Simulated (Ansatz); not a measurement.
# Ba: the cost of one run

Computed with Ansatz 0.2.0 (DFT r2SCAN, scalar-relativistic, plane waves, PAW).

**1. The structure to begin with**

The structure is cubic, space group Fm-3m (No. 225). The conventional cell has a = 6.465 Å, b = 6.465 Å, c = 6.465 Å, α = 90.00°, β = 90.00°, γ = 90.00°.

As a file:

```
Ba
1.0
     0.00000    3.23267    3.23267
     3.23267    0.00000    3.23267
     3.23267    3.23267    0.00000
Ba
1
Direct
  0.00000 0.00000 0.00000
```

The structure comes from the Materials Project (structure only).

**2. Functional and cell changed: r2SCAN**

Against the listed cell: strain xx, yy, zz, yz, xz, xy = +4.5, +4.5, +4.5, +0.0, +0.0, +0.0 %.

Input file input.yaml:

```yaml
crystal:
  lattice:
    - [0.0, 3.3768741886, 3.3768741886]
    - [3.3768741886, 0.0, 3.3768741886]
    - [3.3768741886, 3.3768741886, 0.0]
  atoms:
    - { symbol: Ba, position: [0.0, 0.0, 0.0] }
basis:
  ecutwfc: 500
kpoints:
  mp_grid: { grid: [12, 12, 12] }
hamiltonian:
  xc: r2scan
scf:
  occupations: { method: gaussian, width: 0.1 }
output:
  forces: true
  stress: true
  eigenvalues: true
```

The run is started by

```
ansatz run input.yaml --threads 1 --pin off --max-ram 1331MiB --backend cpu --events-out ev --progress --plain --runs-dir out
```

**Question.** How long does this run take on 1 thread of an Arm CPU, shared host, and how much memory does it need?

About 9.6 s, with a peak of 0.56 GiB.
